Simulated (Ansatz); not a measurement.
Take an 8-atom supercell of ZnTe in the zinc blende structure (space group F-43m, No. 216; a = 6.179 Å) at its relaxed geometry as the base.

Method: PBE/PAW in Ansatz (an electronic-structure program), spin-orbit coupling left out.

Before the change:

The pressure is 0.0 GPa and the mean distance from the defect site to its nearest host atoms comes out as 2.68 Å.

The change: one Te atom is removed, atoms relaxed at fixed cell, starting from a slightly rattled geometry.

**Question.** What happens to the pressure?

**Answer.** The pressure goes from zero to -0.8 GPa.

**Question.** Predict the new largest displacement of a host atom from its site in the perfect cell.

**Answer.** The largest displacement of a host atom from its site in the perfect cell is 1.56 Å.

**Question.** How does this affect the mean distance from the defect site to its nearest host atoms?

**Answer.** The mean distance from the defect site to its nearest host atoms rises by 0.01 Å to 2.69 Å.

Other magnetic orders, which the real material may have, were not ruled out. The cell is small, so the values are those of an ordered compound at a high defect concentration; dilute-limit values will differ. Seeded moments were not kept for Te vacancy. The defect cell is spin-polarised and ends with 0.0 μB.
